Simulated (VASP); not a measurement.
Set up this calculation in VASP 6.6.1, as the native input.

* Task: density of states
* Functional: PBEsol
* Potentials or basis: VASP PAW PBE potentials, release 64 (Sn_d, O)
* Cutoff: 520 eV
* k mesh: 5 × 5 × 5
* Occupations: gaussian, width 0.02 eV
* Spin: no spin polarisation
* k mesh for the DOS: 8 × 8 × 8
* Occupations for the DOS: tetrahedron
* Further INCAR settings: ALGO = Normal; EDIFF = 1e-07; NBANDS = 64

SnO2:

```
CELL_PARAMETERS angstrom
-3.24890 3.41447 3.41402
3.24890 -3.41447 3.41402
3.24890 3.41447 -3.41402
ATOMIC_POSITIONS crystal
Sn 0.50000 0.00000 0.00000
Sn 0.50000 0.50000 0.50000
Sn 0.00360 0.75360 0.25000
Sn 0.99640 0.24640 0.75000
O 0.80650 0.80377 0.49728
O 0.80650 0.30922 0.00272
O 0.30244 0.24594 0.05649
O 0.68944 0.24594 0.44350
O 0.31056 0.75406 0.55649
O 0.19350 0.69078 0.99728
O 0.69756 0.75406 0.94351
O 0.19350 0.19623 0.50272
```

The cell is a database's computed one.

One way to write it, as run:

POSCAR

```
SnO2
1.0
   -3.2488970000      3.4144700000      3.4140210000
    3.2488970000     -3.4144700000      3.4140210000
    3.2488970000      3.4144700000     -3.4140210000
Sn O
4 8
Direct
    0.5000000000      0.0000000000      0.0000000000
    0.5000000000      0.5000000000      0.5000000000
    0.0035990000      0.7535990000      0.2500000000
    0.9964010000      0.2464010000      0.7500000000
    0.8064960000      0.8037740000      0.4972780000
    0.8064960000      0.3092180000      0.0027220000
    0.3024350000      0.2459400000      0.0564950000
    0.6894450000      0.2459400000      0.4435050000
    0.3105550000      0.7540600000      0.5564950000
    0.1935040000      0.6907820000      0.9972780000
    0.6975650000      0.7540600000      0.9435050000
    0.1935040000      0.1962260000      0.5027220000
```

INCAR.step1

```
PREC     = Accurate       # precision mode
ENCUT    = 520            # plane-wave cutoff, eV
EDIFF    = 1E-7           # SCF threshold, eV
ISMEAR   = 0              # smearing method
SIGMA    = 0.02           # smearing width, eV
LREAL    = F              # projectors in reciprocal space
LASPH    = T              # aspherical terms in the spheres
NELM     = 60             # most SCF steps
ALGO     = Normal         # electronic algorithm
ISIF     = 2              # what is computed and relaxed
LWAVE    = F              # write WAVECAR
LCHARG   = T              # write CHGCAR
GGA      = PS             # functional
NBANDS   = 64             # bands
```

KPOINTS.step1

```
Automatic mesh
0
Gamma
  5 5 5
```

INCAR.step2

```
PREC     = Accurate       # precision mode
ENCUT    = 520            # plane-wave cutoff, eV
EDIFF    = 1E-7           # SCF threshold, eV
ISMEAR   = -5             # smearing method
SIGMA    = 0.02           # smearing width, eV
LREAL    = F              # projectors in reciprocal space
LASPH    = T              # aspherical terms in the spheres
NELM     = 60             # most SCF steps
ALGO     = Normal         # electronic algorithm
ISIF     = 2              # what is computed and relaxed
LWAVE    = F              # write WAVECAR
LCHARG   = F              # write CHGCAR
GGA      = PS             # functional
LORBIT   = 11             # projections on sites
NBANDS   = 64             # bands
NEDOS    = 2001           # points of the DOS
ICHARG   = 11             # starting density
```

KPOINTS.step2

```
Automatic mesh
0
Gamma
  8 8 8
```

Potentials or basis: VASP PAW PBE potentials, release 64 (Sn_d, O).

The run is started by

```bash
$ cat potpaw_PBE.64/Sn_d/POTCAR potpaw_PBE.64/O/POTCAR > POTCAR
$ cp INCAR.step1 INCAR
$ cp KPOINTS.step1 KPOINTS
$ mpirun -np 1 vasp_std > vasp.out
$ cp INCAR.step2 INCAR
$ cp KPOINTS.step2 KPOINTS
$ mpirun -np 1 vasp_std > vasp.out
```

Results of the run:

* Valence electrons inside the program's atomic spheres: Sn 12.25; O 5.01

It took 17 min on 1 thread of Intel(R) Xeon(R) 6975P-C (Granite Rapids), on a shared host, peak memory 0.75 GiB.
